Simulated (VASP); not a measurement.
Sb, 2 atoms in the cell. It takes space group R-3m (No. 166, trigonal). Conventional cell: a = 4.373 Å, b = 4.373 Å, c = 11.392 Å, α = 90.00°, β = 90.00°, γ = 120.00°. Around Sb (site symmetry 3m) lie 6 Sb at 2.95 to 3.39 Å. The cell was built by a generator and needn't be a form met in nature.

```yaml
Program: VASP 6.6.1
Task: relaxation of cell and atoms
Functional: PBE
Dispersion: D3(BJ)
Potentials_or_basis: VASP PAW PBE potentials, release 64 (Sb)
Cutoff: 600 eV
k_mesh: 9 × 9 × 7
Occupations: gaussian, width 0.03 eV
Spin: no spin polarisation
Further_INCAR_settings: ALGO = Normal; EDIFF = 1e-06; IBRION = 2; EDIFFG = -0.01; NSW = 90; ISIF = 3
```

Potentials or basis: VASP PAW PBE potentials, release 64 (Sb).

The run is started by

```bash
$ cat potpaw_PBE.64/Sb/POTCAR > POTCAR
$ mpirun -np 1 vasp_std > vasp.out
```

Hardware: 1 thread of Intel(R) Xeon(R) Platinum 8259CL CPU @ 2.50GHz (Skylake/Cascade Lake) (shared host).

**Question.** Estimate the wall time of this run.

**Answer.** Run time: 5.1 min on 1 thread of Intel(R) Xeon(R) Platinum 8259CL CPU @ 2.50GHz (Skylake/Cascade Lake), with other jobs on the host, peak memory 0.29 GiB. Counts: scf iterations 56, k points 160, ion steps 10.
